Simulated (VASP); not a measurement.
# KBr (Fm-3m) in VASP: notebook

The runs below take KBr through relaxation of cell and atoms, single point, with PBE.

All numbers are computed with VASP 6.6.1; they aren't measurements. Logs are shortened: lines on timing, memory, paths and dates and some standing lists are left out, and cuts for length are marked.

### 1 The structure

The structure is cubic, space group Fm-3m (No. 225). Conventional cell: a = 6.614 Å, b = 6.614 Å, c = 6.614 Å, α = 90.00°, β = 90.00°, γ = 90.00°. K (site symmetry m-3m) is surrounded by 6 Br at 3.31 Å. Around Br (site symmetry m-3m) lie 6 K at 3.31 Å.

The cell was built by a generator and needn't be a form met in nature.

### 2 Relaxation of cell and atoms, PBE

INCAR

```
SYSTEM = KBr
  ALGO = Normal
  EDIFF = 1E-7
  EDIFFG = -0.01
  ENCUT = 600
  GGA = PE
  IBRION = 2
  ISIF = 3
  ISMEAR = -1
  LASPH = .TRUE.
  LCHARG = .FALSE.
  LREAL = .FALSE.
  LWAVE = .FALSE.
  NELM = 80
  NSW = 60
  PREC = Accurate
  SIGMA = 0.0127
```

KPOINTS

```
k-points
0
G
  5 5 5
  0 0 0
```

POSCAR

```
KBr
1.0
    0.0000000000      3.3069800000      3.3069800000
    3.3069800000      0.0000000000      3.3069800000
    3.3069800000      3.3069800000      0.0000000000
K Br
1 1
Direct
    0.0000000000      0.0000000000      0.0000000000
    0.5000000000      0.5000000000      0.5000000000
```

Potentials or basis: VASP PAW PBE potentials, release 64 (K_sv, Br).

Launch:

```
$ cat potpaw_PBE.64/K_sv/POTCAR potpaw_PBE.64/Br/POTCAR > POTCAR
$ mpirun -np 1 vasp_std > vasp.out
```

OUTCAR:

```text
SYSTEM = KBr
   EDIFF = 1E-7
   EDIFFG = -0.01
   ENCUT = 600
   GGA = PE
   IBRION = 2
   ISIF = 3
   ISMEAR = -1
   LASPH = .TRUE.
   LREAL = .FALSE.
   NELM = 80
   NSW = 60
   PREC = Accurate

 ion  position               nearest neighbor table
   1  0.000  0.000  0.000-
   2  0.500  0.500  0.500-

  LATTYP: Found a face centered cubic cell.
 ALAT       =     6.6139600000

  Lattice vectors:

 A1 = (   0.0000000000,   3.3069800000,   3.3069800000)
 A2 = (   3.3069800000,   0.0000000000,   3.3069800000)
 A3 = (   3.3069800000,   3.3069800000,   0.0000000000)

Analysis of symmetry for initial positions (statically):
=====================================================================
 Subroutine PRICEL returns:
 Original cell was already a primitive cell.

 Routine SETGRP: Setting up the symmetry group for a
 face centered cubic supercell.

 Subroutine GETGRP returns: Found 48 space group operations
 (whereof 48 operations were pure point group operations)
 out of a pool of 48 trial point group operations.

The static configuration has the point symmetry O_h .

Analysis of symmetry for dynamics (positions and initial velocities):
=====================================================================
 Subroutine PRICEL returns:
 Original cell was already a primitive cell.

 Routine SETGRP: Setting up the symmetry group for a
 face centered cubic supercell.

 Subroutine GETGRP returns: Found 48 space group operations
 (whereof 48 operations were pure point group operations)
 out of a pool of 48 trial point group operations.

The dynamic configuration has the point symmetry O_h .

 Subroutine INISYM returns: Found 48 space group operations
 (whereof 48 operations are pure point group operations),
 and found     1 'primitive' translations

----------------------------------------------------------------------------------------

                                     Primitive cell

  volume of cell :      72.3310

  direct lattice vectors                    reciprocal lattice vectors
     0.000000000  3.306980000  3.306980000    -0.151195350  0.151195350  0.151195350
     3.306980000  0.000000000  3.306980000     0.151195350 -0.151195350  0.151195350
     3.306980000  3.306980000  0.000000000     0.151195350  0.151195350 -0.151195350

  length of vectors
     4.676775966  4.676775966  4.676775966     0.261878029  0.261878029  0.261878029

  position of ions in fractional coordinates (direct lattice)
     0.000000000  0.000000000  0.000000000
     0.500000000  0.500000000  0.500000000

  ion indices of the primitive-cell ions
   primitive index   ion index
                 1           1
                 2           2

----------------------------------------------------------------------------------------

 KPOINTS: k-points

Automatic generation of k-mesh.
 Grid dimensions read from file:
 generate k-points for:    5    5    5

 Generating k-lattice:

  Cartesian coordinates                     Fractional coordinates (reciprocal lattice)
    -0.030239070  0.030239070  0.030239070     0.200000000  0.000000000  0.000000000
     0.030239070 -0.030239070  0.030239070     0.000000000  0.200000000  0.000000000
     0.030239070  0.030239070 -0.030239070     0.000000000  0.000000000  0.200000000

  Length of vectors
     0.052375606  0.052375606  0.052375606

  Shift w.r.t. Gamma in fractional coordinates (k-lattice)
     0.000000000  0.000000000  0.000000000

 Subroutine IBZKPT returns following result:
 ===========================================

 Found     10 irreducible k-points:

 Following reciprocal coordinates:
            Coordinates               Weight
  0.000000  0.000000  0.000000      1.000000
  0.200000  0.000000  0.000000      8.000000
  0.400000  0.000000  0.000000      8.000000
  0.200000  0.200000  0.000000      6.000000
  0.400000  0.200000  0.000000     24.000000
 -0.400000  0.200000  0.000000     24.000000
 -0.200000  0.200000  0.000000     12.000000
  0.400000  0.400000  0.000000      6.000000
 -0.400000  0.400000  0.000000     12.000000
 -0.400000  0.400000  0.200000     24.000000
   k-points           NKPTS =     10   k-points in BZ     NKDIM =     10   number of bands    NBANDS=     12
   number of dos      NEDOS =    301   number of ions     NIONS =      2
   total plane-waves  NPLWV =  64000
   dimension x,y,z NGX =    40 NGY =   40 NGZ =   40
   dimension x,y,z NGXF=    80 NGYF=   80 NGZF=   80
   ions per type =               1   1
   NGX,Y,Z   is equivalent  to a cutoff of  14.22, 14.22, 14.22 a.u.
   NGXF,Y,Z  is equivalent  to a cutoff of  28.44, 28.44, 28.44 a.u.
 SYSTEM =  KBr
   PREC   = accura    normal or accurate (medium, high low for compatibility)
   ISTART =      0    job   : 0-new  1-cont  2-samecut
   ICHARG =      2    charge: 1-file 2-atom 10-const
   ISPIN  =      1    spin polarized calculation?
   LNONCOLLINEAR =      F non collinear calculations
   LSORBIT =      F    spin-orbit coupling
   LASPH  =      T    aspherical Exc in radial PAW
   ENCUT  =  600.0 eV  44.10 Ry    6.64 a.u.   9.34  9.34  9.34*2*pi/ulx,y,z
   NELM   =     80;   NELMIN=  2; NELMDL= -5     # of ELM steps
   EDIFF  = 0.1E-06   stopping-criterion for ELM
   LREAL  =      F    real-space projection
   EDIFFG = -.1E-01   stopping-criterion for IOM
   NSW    =     60    number of steps for IOM
   IBRION =      2    ionic relax: 0-MD 1-quasi-New 2-CG
   NFREE  =      1    steps in history (QN), initial steepest desc. (CG)
   ISIF   =      3    stress and relaxation
   ISYM   =      2    0-nonsym 1-usesym 2-fastsym
   POTIM  = 0.5000    time-step for ionic-motion
   TEBEG  =    0.0;   TEEND  =   0.0 temperature during run
   PSTRESS=    0.0 pullay stress
   NELECT =      16.0000    total number of electrons
   NUPDOWN=      -1.0000    fix difference up-down
   EMIN   =  10.00;   EMAX   =-10.00  energy-range for DOS
   EFERMI =   0.00;   METHOD = LEGACY
   ISMEAR =    -1;   SIGMA  =   0.01  broadening in eV -4-tet -1-fermi 0-gaus
   EFERMI_NEDOS =   21; number of points for ismear=-14 and -15
   IALGO  =     38    algorithm
   IMIX   =      4    mixing-type and parameters
     AMIX     =   0.40;   BMIX     =  1.00
     AMIX_MAG =   1.60;   BMIX_MAG =  1.00
  volume/ion in A,a.u.               =      36.17       244.06
  Fermi-wavevector in a.u.,A,eV,Ry     =   0.990087  1.870993 13.337408  0.980272
  Thomas-Fermi vector in A             =   2.121732
   LORBIT       =      0    0 simple, 1 ext, 2 COOP (PROOUT), +10 PAW based schemes
   GGA     = PE    functional components
   LHFCALC =     F    Hartree Fock is set to
   AEXX    =    0.0000 exact exchange contribution
   IVDW    =     0    specifies the selected vdW correction
   LEPSILON=     F    determine dielectric tensor
   LRPA    =     F    only Hartree local field effects (RPA)
 conjugate gradient relaxation of ions
 non-spin polarized calculation
  energy-cutoff  :      600.00
  volume of cell :       72.33
 maximum number of plane-waves:      2428
 NGX is ok and might be reduce to    40
   NGX = 19   NGY = 19   NGZ = 19

--------------------------------------- Ionic step        1  -------------------------------------------

 number of electron      16.0000000 magnetization

 Free energy of the ion-electron system (eV)
  ---------------------------------------------------
  ext. energy  EPLUGINS =         0.00000000
  ---------------------------------------------------
  free energy    TOTEN  =        -6.21717803 eV

  energy without entropy =       -6.21717803  energy(sigma->0) =       -6.21717803

------------------------ aborting loop because EDIFF is reached ----------------------------------------

  FORCE on cell =-STRESS in cart. coord.  units (eV):
  Direction    XX          YY          ZZ          XY          YZ          ZX
  --------------------------------------------------------------------------------------
  -------------------------------------------------------------------------------------
  Total        0.2970329      0.2970329      0.2970329      0.0000000     -0.0000000     -0.0000000
  in kB        6.5794628      6.5794628      6.5794628      0.0000000     -0.0000000     -0.0000000
  external PRESSURE =       6.5794628 kB  Pullay stress =       0.0000000 kB

 VOLUME and BASIS-vectors are now :
 -----------------------------------------------------------------------------
  energy-cutoff  :      600.00
  volume of cell :       72.33
      direct lattice vectors                 reciprocal lattice vectors
     0.000000000  3.306980000  3.306980000    -0.151195350  0.151195350  0.151195350
     3.306980000  0.000000000  3.306980000     0.151195350 -0.151195350  0.151195350
     3.306980000  3.306980000  0.000000000     0.151195350  0.151195350 -0.151195350
[... 73 lines left out ...]
 POSITION                                       TOTAL-FORCE (eV/Angst)
 -----------------------------------------------------------------------------------
      0.00000      0.00000      0.00000         0.000000     -0.000000      0.000000
      3.36648      3.36648      3.36648        -0.000000      0.000000     -0.000000
 -----------------------------------------------------------------------------------
    total drift:                                0.000000     -0.000000     -0.000000

  FREE ENERGIE OF THE ION-ELECTRON SYSTEM (eV)
  ---------------------------------------------------
  free  energy   TOTEN  =        -6.2232832610 eV

  energy  without entropy=       -6.2232832610  energy(sigma->0) =       -6.22328326

--------------------------------------- Ionic step        4  -------------------------------------------

 number of electron      15.9999999 magnetization

 Free energy of the ion-electron system (eV)
  ---------------------------------------------------
  ext. energy  EPLUGINS =         0.00000000
  ---------------------------------------------------
  free energy    TOTEN  =        -6.22357026 eV

  energy without entropy =       -6.22357026  energy(sigma->0) =       -6.22357026

 E-fermi :  -1.6342     XC(G=0):  -7.1698

 val. band max:       -1.9340881293   @ k =   0.0000   0.0000   0.0000
 cond. band min:       2.3679876106   @ k =   0.0000   0.0000   0.0000
 fundamental gap:      4.3020757399
 Fermi energy:        -1.6341881796

 k-point     1 :       0.0000    0.0000    0.0000
  band No.  band energies     occupation
      1     -29.8272      2.00000
      2     -14.1676      2.00000
      3     -13.3008      2.00000
      4     -13.3008      2.00000
      5     -13.3008      2.00000
      6      -1.9341      2.00000
      7      -1.9341      2.00000
      8      -1.9341      2.00000
      9       2.3680      0.00000
     10       5.6543      0.00000
     11       5.6543      0.00000
     12       5.6543      0.00000

 k-point     2 :       0.2000    0.0000    0.0000
  band No.  band energies     occupation
      1     -29.8258      2.00000
      2     -14.2335      2.00000
      3     -13.3025      2.00000
      4     -13.3025      2.00000
      5     -13.2143      2.00000
      6      -2.3805      2.00000
      7      -2.0406      2.00000
      8      -2.0406      2.00000
      9       3.2204      0.00000
     10       5.4850      0.00000
     11       6.0921      0.00000
     12       6.0921      0.00000
[... 140 lines left out ...]
 POSITION                                       TOTAL-FORCE (eV/Angst)
 -----------------------------------------------------------------------------------
      0.00000      0.00000      0.00000        -0.000000     -0.000000      0.000000
      3.35631      3.35631      3.35631         0.000000      0.000000     -0.000000
 -----------------------------------------------------------------------------------
    total drift:                                0.000000     -0.000000     -0.000000

  FREE ENERGIE OF THE ION-ELECTRON SYSTEM (eV)
  ---------------------------------------------------
  free  energy   TOTEN  =        -6.2235702635 eV

  energy  without entropy=       -6.2235702635  energy(sigma->0) =       -6.22357026

 reached required accuracy - stopping structural energy minimisation
```

Wall time 30 s (1 thread of Intel Xeon 6975P-C (Granite Rapids), shared host); peak memory 0.24 GiB.

What came out:

```
Free energy                            : -6.2236 eV
Relaxed volume                         : 37.81 Å³/atom
Relaxed cell                           : a = 4.747 Å, b = 4.747 Å, c = 4.747 Å, α = 60.00°, β = 60.00°, γ = 60.00°
Space group after relaxing (to 0.05 Å) : Fm-3m (No. 225)
Energy gained by relaxing              : 3.2 meV/atom
Ionic steps                            : 4
Pressure after relaxing                : 0.0 GPa
Band gap on the k mesh                 : 4.30 eV, direct
```

The path:
```tsv
step	energy change (eV)	largest force (eV/Å)	pressure (GPa)	volume (Å³)
1	0.0000	0.0000	0.66	72.33
2	-0.0047	0.0000	0.33	73.90
3	-0.0061	0.0000	-0.13	76.31
4	-0.0064	0.0000	0.00	75.62
```

Final structure:
```
CELL_PARAMETERS angstrom
0.00000 3.35631 3.35631
3.35631 0.00000 3.35631
3.35631 3.35631 0.00000
ATOMIC_POSITIONS crystal
K 0.00000 0.00000 0.00000
Br 0.50000 0.50000 0.50000
```

Levels at points of the mesh, in eV from the valence-band top:
```tsv
k point	band 4	band 5	band 6	band 7	band 8	band 9	band 10	band 11	band 12
(0.00, 0.00, 0.00)	-11.37	-11.37	0.00	0.00	0.00	4.30	7.59	7.59	7.59
```

### 3 Single point, PBE, non-collinear spin, zero start, spin-orbit coupling

This run uses another cell than the first one, of 37.64 Å³/atom, 1.041 times its volume.

INCAR

```
SYSTEM = KBr
PREC = Accurate
ENCUT = 520
EDIFF = 1E-7
ISMEAR = -1
SIGMA = 0.0127
LREAL = .False.
LASPH = .True.
NELM = 150
ALGO = Fast
ISIF = 2
LWAVE = .False.
LCHARG = .False.
MAGMOM = 0 0 0 0 0 0
LORBIT = 11
LSORBIT = .True.
GGA_COMPAT = .False.
LORBMOM = .True.
GGA = PE
NBANDS = 28
```

KPOINTS

```
Automatic mesh
0
Gamma
  5 5 5
  0 0 0
```

POSCAR

```
KBr
1.0
    0.0000000000      3.3512619943      3.3512619943
    3.3512619943      0.0000000000      3.3512619943
    3.3512619943      3.3512619943      0.0000000000
K Br
1 1
Direct
    0.0000000000      0.0000000000      0.0000000000
    0.5000000000      0.5000000000      0.5000000000
```

Potentials or basis: VASP PAW PBE potentials, release 64 (K_sv, Br).

Launch:

```
$ cat potpaw_PBE.64/K_sv/POTCAR potpaw_PBE.64/Br/POTCAR > POTCAR
$ mpirun -np 1 vasp_ncl > vasp.out
```

Run time: 57 s. Hardware: 1 thread of Intel Xeon 6975P-C (Granite Rapids), shared host; peak memory 0.39 GiB.

The run converged. Its results:

| Property | Result |
| --- | --- |
| Free energy | -6.2530 eV |
| Pressure | 0.1 GPa |
| Net moment | 0.00 μB per cell |
| Valence electrons inside the program's atomic spheres | K 7.56; Br 4.90 |

Moments on the atoms (μB; x, y, z):
```
K   0.00 0.00 0.00
Br  0.00 0.00 0.00
```

### 4 Relaxation of cell and atoms, PBE, non-collinear spin, zero start, spin-orbit coupling

INCAR

```
PREC = Accurate
ENCUT = 600
EDIFF = 1E-6
ISMEAR = -1
SIGMA = 0.0127
LREAL = F
LASPH = T
NELM = 150
ALGO = Normal
ISIF = 3
LWAVE = F
LCHARG = F
MAGMOM = 0 0 0 0 0 0
LORBIT = 11
LSORBIT = T
GGA_COMPAT = F
LORBMOM = T
GGA = PE
IBRION = 2
NSW = 60
EDIFFG = -0.01
```

KPOINTS

```
regular mesh
0
Gamma
  5 5 5
```

POSCAR

```
KBr
1.0
    0.0000000000      3.3069800000      3.3069800000
    3.3069800000      0.0000000000      3.3069800000
    3.3069800000      3.3069800000      0.0000000000
K Br
1 1
Direct
    0.0000000000      0.0000000000      0.0000000000
    0.5000000000      0.5000000000      0.5000000000
```

Launch:

```
$ cat potpaw_PBE.64/K_sv/POTCAR potpaw_PBE.64/Br/POTCAR > POTCAR
$ mpirun -np 1 vasp_ncl > vasp.out
```

It took 1.7 min on 1 thread of Intel Xeon 6975P-C (Granite Rapids), shared host; peak memory 0.48 GiB.

Results (log left out):

```yaml
Free_energy: -6.2531 eV
Relaxed_volume: 37.83 Å³/atom
Relaxed_cell: a = 4.748 Å, b = 4.748 Å, c = 4.748 Å, α = 60.00°, β = 60.00°, γ = 60.00°
Space_group_after_relaxing_to_0.05_Å: Fm-3m (No. 225)
Energy_gained_by_relaxing: 3.2 meV/atom
Ionic_steps: 3
Pressure_after_relaxing: 0.0 GPa
Net_moment: 0.00 μB per cell
Valence_electrons_inside_the_program's_atomic_spheres: K 7.56; Br 4.89
```

The path:
```csv
step,energy change (eV),largest force (eV/Å),pressure (GPa),volume (Å³)
1,0.0000,0.0000,0.66,72.33
2,-0.0048,0.0000,0.32,73.90
3,-0.0065,0.0000,-0.01,75.67
```

Final structure:
```cif
data_structure
_symmetry_space_group_name_H-M 'P 1'
_symmetry_Int_Tables_number 1
_cell_length_a 4.7477
_cell_length_b 4.7477
_cell_length_c 4.7477
_cell_angle_alpha 60.000
_cell_angle_beta 60.000
_cell_angle_gamma 60.000
_cell_volume 75.67
loop_
_atom_site_label
_atom_site_type_symbol
_atom_site_fract_x
_atom_site_fract_y
_atom_site_fract_z
_atom_site_occupancy
K1 K 0.00000 0.00000 0.00000 1
Br1 Br 0.50000 0.50000 0.50000 1
```

Moments on the atoms (μB; x, y, z):
```
K   0.00 0.00 0.00
Br  0.00 0.00 0.00
```

### 5 Summary

| task | spin | cell | cutoff (eV) | pressure (GPa) | moment (μB) | relaxed volume (Å³/atom) |
| --- | --- | --- | --- | --- | --- | --- |
| relaxation of cell and atoms | off | relaxed | 600 | 0.0 | - | 37.81 |
| single point | non-collinear, zero start, SOC | Fm-3m, 37.64 Å³/atom | 520 | 0.1 | 0.00 | - |
| relaxation of cell and atoms | non-collinear, zero start, SOC | relaxed | 600 | 0.0 | 0.00 | 37.83 |

Alike in all rows: level PBE; potentials or basis VASP PAW PBE potentials, release 64 (K_sv, Br); k mesh 5 × 5 × 5; smearing fermi-dirac 0.0127 eV.

Total energies depend on the potentials used, so only differences within one code and one set of settings carry meaning.
